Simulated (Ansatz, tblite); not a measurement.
# MgSe with GFN1-xTB from a Python script

These are simulated results from tblite 0.8.0, not measurements. The cell began as a measured structure and was relaxed with r2SCAN in plane waves (Ansatz 0.2.0). All runs are without spin polarisation.

It is cubic, Fm-3m (No. 225); conventional cell a = 5.473 Å, 20.49 Å³ an atom. Mg has 6 Se at 2.74 Å; Se has 6 Mg at 2.74 Å.

tblite solves periodic systems at the zone centre alone, so the script builds a cluster of 2×2×2 conventional cells (64 atoms), which folds in a coarse mesh of k points.

Input script:

```python
import json
from ase import Atoms
from ase.build import make_supercell
from ase.units import Bohr, GPa, Hartree
from tblite.interface import Calculator

atoms = Atoms(['Mg', 'Se'],
              cell=[[-0.0, 2.736276, 2.736276], [2.736276, 0.0, 2.736276], [2.736276, 2.736276, 0.0]],
              scaled_positions=[[-0.0, 0.0, 0.0], [0.5, 0.5, 0.5]],
              pbc=True)
cluster = make_supercell(atoms, [[-2, 2, 2], [2, -2, 2], [2, 2, -2]])
calc = Calculator('GFN1-xTB', cluster.numbers, cluster.positions / Bohr, lattice=cluster.cell[:] / Bohr, periodic=cluster.pbc)
calc.set('temperature', 0.02 / Hartree)
calc.set('max-iter', 150)
res = calc.singlepoint()
levels = res.get('orbital-energies') * Hartree
nv = round(res.get('orbital-occupations').sum() / 2)
cells = len(cluster) // len(atoms)
out = {'energy_per_cell': res.get('energy') * Hartree / cells, 'homo': levels[nv - 1], 'lumo': levels[nv],
       'stress': (-res.get('virial') * Hartree / cluster.get_volume() / GPa).tolist(), 'charges': res.get('charges')[:len(atoms)].tolist(), 'electrons': 2 * nv / cells}
json.dump(out, open('results.json', 'w'))
for key, value in out.items():
    print(key, value)
```

Command: `python run.py`. It took 3.7 s on 1 thread of Arm Neoverse V1, on a shared host, peak memory 0.12 GiB.

What it printed:

```
------------------------------------------------------------
  cycle        total energy    energy error   density error
------------------------------------------------------------
      1     -131.6864991140  -1.3120957E+02   8.0662803E-01
      2     -133.0063972119  -1.3198981E+00   2.7859922E-01
      3     -133.4264373369  -4.2004013E-01   2.3227305E-01
      4     -133.5206704041  -9.4233067E-02   1.4183428E-02
      5     -133.5216161131  -9.4570892E-04   8.5859081E-03
      6     -133.5220990894  -4.8297637E-04   7.2190601E-03
      7     -133.5223395224  -2.4043295E-04   4.5595861E-03
      8     -133.5225237723  -1.8424991E-04   1.8788684E-03
      9     -133.5225376615  -1.3889202E-05   1.4409259E-03
     10     -133.5225569721  -1.9310638E-05   2.2882474E-04
     11     -133.5225574762  -5.0406945E-07   2.4953654E-05
     12     -133.5225574730   3.2136995E-09   3.9978129E-05
     13     -133.5225574880  -1.5023829E-08   9.6480162E-06
------------------------------------------------------------

 total:                                   3.044 sec
energy_per_cell -113.5416829614741
homo -9.447735723643788
lumo -9.445096058243966
stress [[0.41947184107726665, 3.3972460295794153e-12, -3.3937121466079697e-14], [3.397172966993443e-12, 0.4194718410779247, -1.5755639045452398e-13], [-3.3854942618920705e-14, -1.5756942589286213e-13, 0.41947184107663726]]
charges [0.23050984116584872, -0.23051063976613156]
electrons 8.0
```

The cycle table is in hartree for the whole cluster, and the lines after it are in eV (the energy for one cell). The printed stress is in GPa and positive in compression, and the pressure is its mean diagonal.

GFN1-xTB gives no gap at the points read. On the same cell, plane-wave PBE (Ansatz, 8×8×8 k points and the special points) gives a gap of 1.80 eV and r2SCAN a gap of 2.48 eV; on shared hosts these took about 1.8 and 4 core-seconds on the 2-atom cell, against 3.7 for the script. Semilocal gaps usually lie below measured ones. This method closes a gap that PBE finds, a failure in kind.

The same script was run on cells scaled at fixed shape and fractional coordinates:

| volume (Å³/atom) | energy (meV/atom) | pressure (GPa, positive in compression) | gap (eV) |
| --- | --- | --- | --- |
| 18.03 | 74.6 | 10.36 | 0.09 |
| 19.26 | 18.4 | 4.61 | 0.04 |
| 20.49 | 0.0 | 0.42 | 0.00 |
| 21.72 | 9.4 | -2.70 | 0.00 |
| 22.95 | 39.5 | -5.02 | 0.00 |

A Birch-Murnaghan fit puts the minimum at 20.63 Å³/atom, 0.7 % above the given cell, with a bulk modulus of 58.4 GPa at fixed shape.

xTB was fitted mostly to molecules, and a small cluster samples few k points, so gaps, pressures and kinks along a curve can be far from a solid's.

The runs are scalar-relativistic, without spin-orbit coupling.
